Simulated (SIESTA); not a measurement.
SiMo3:

```xyz
8
Lattice="4.8890 0.0000 0.0000 0.0000 4.8890 0.0000 0.0000 0.0000 4.8890" Properties=species:S:1:pos:R:3 pbc="T T T"
Mo    0.0000    2.4445    1.2223
Mo    0.0000    2.4445    3.6668
Mo    2.4445    1.2223    0.0000
Mo    3.6668    0.0000    2.4445
Mo    2.4445    3.6668    0.0000
Mo    1.2223    0.0000    2.4445
Si    2.4445    2.4445    2.4445
Si    0.0000    0.0000    0.0000
```

```yaml
Program: SIESTA 5.4.2
Task: single point
Functional: PBEsol
Potentials_or_basis: PseudoDojo 0.4 standard (PBEsol files)
Basis: DZP (energy shift 0.003 Ry; two zetas on semicore shells)
Grid_cutoff: 800 Ry
Energy_shift: 0.003 Ry
k_mesh: 6 × 6 × 6
Occupations: fermi-dirac, width 0.05 eV
Spin: no spin polarisation
```

On this cell: pressure -0.2 GPa; largest force zero by symmetry; band gap on the k mesh none (metal or under the smearing width).

The same run follows on a disturbed copy (atoms moved at random, drawn with an rms of 0.05 Å):

```xyz
8
Lattice="4.8890 0.0000 0.0000 0.0000 4.8890 0.0000 0.0000 0.0000 4.8890" Properties=species:S:1:pos:R:3 pbc="T T T"
Mo    0.0171    2.4524    1.2193
Mo   -0.0248    2.5268    3.6587
Mo    2.4718    1.2657   -0.0077
Mo    3.6631   -0.0273    2.4629
Mo    2.4513    3.6707   -0.0139
Mo    1.2353    0.0108    2.4777
Si    2.5049    2.3934    2.4346
Si    0.0401   -0.0274    0.0083
```

**Question.** What changes?

**Answer.** The energy (extrapolated to zero smearing) moves by +16.7 meV/atom; pressure 0.4 GPa; largest force 1.390 eV/Å; band gap on the k mesh none (metal or under the smearing width).

Forces on the atoms (eV/Å):
```
Mo   0.099 -0.097 -0.003
Mo   0.707 -1.193  0.096
Mo  -0.166 -0.764  0.141
Mo   0.271  0.438 -0.274
Mo   0.069  0.575  0.309
Mo  -0.167 -0.032 -0.432
Si  -0.591  0.432 -0.011
Si  -0.222  0.638  0.173
```

Stress tensor (GPa, compression positive):
```
 0.38 -0.16 -0.11
-0.16  0.71 -0.29
-0.11 -0.29  0.17
```

Caveats: the basis of atomic orbitals isn't converged, which shifts pressures, moduli and gaps.
